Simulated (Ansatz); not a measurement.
Sb: energy along a strain

Sb, Fm-3m, a = 4.742 Å (as given, not relaxed at this level: -1.3 GPa). This isn't the element's structure at ambient conditions. Ansatz: PBE+D3(BJ), PAW, 420 eV, Γ-centred 18×18×18 mesh on 1 atom, Gaussian smearing 0.15 eV; no spin polarisation. Cell vectors (Å): 0.000 2.371 2.371; 2.371 0.000 2.371; 2.371 2.371 0.000. The cell is strained by x per cent times the pattern (0 1 0 0 0 0) in the order xx yy zz yz xz xy (engineering shears), with fractional coordinates held. y is the free energy over the start, V0 = 26.666 Å³/atom.

```tsv
x (%)	y (meV/atom)
-2.00	?
-1.50	-2.25
-1.00	-1.72
0.00	0.00
0.50	1.16
1.00	2.51
1.50	4.04
2.00	5.77
```

Q: Fit y = c1 x + c2 x² + c3 x³ to the other rows, get the stiffness along the pattern, and predict the missing energy.

A: Least squares on the rows shown. y = 2.119 x + 0.3986 x² − 0.008207 x³. The clamped-ion stiffness p·C·p = 2 × 3.986 eV × 160.2 / 26.666 Å³ = 48 GPa, which is C22 in these axes (C11 of the cubic crystal) (second derivative at the start, which stands under stress). The pressures of the same runs give B = −dP/dε = 61 GPa; in a cubic crystal a longitudinal stiffness under B means a negative shear constant, so this lattice is unstable. At x = -2.00 the fit asked for gives -2.58 meV/atom. The run gave -2.57 meV/atom, so the fit is 0.01 meV/atom too low, a small miss on the scale of the series.